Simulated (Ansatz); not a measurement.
Results of r²SCAN+rVV10 (Ansatz, a first-principles code, PAW) for LaAlO3 (R-3c, No. 167).

Numerical settings: plane-wave cutoff 560 eV, 8×8×8 k mesh, Fermi–Dirac smearing 0.01 eV, scalar-relativistic PAW data made under PBE.

Computed at the level's own relaxed cell.

Q: Give the computed band gap, smallest direct gap on the k points sampled, lattice constant a and lattice parameter c.

A: 
- band gap: 4.33 eV
- smallest direct gap on the k points sampled: 4.38 eV
- lattice constant a: 5.352 Å
- lattice parameter c: 13.075 Å

Spin–orbit coupling is not included.

Static lattice: no zero-point or thermal effects.

Computing time: about 90 core-seconds (a rough figure).
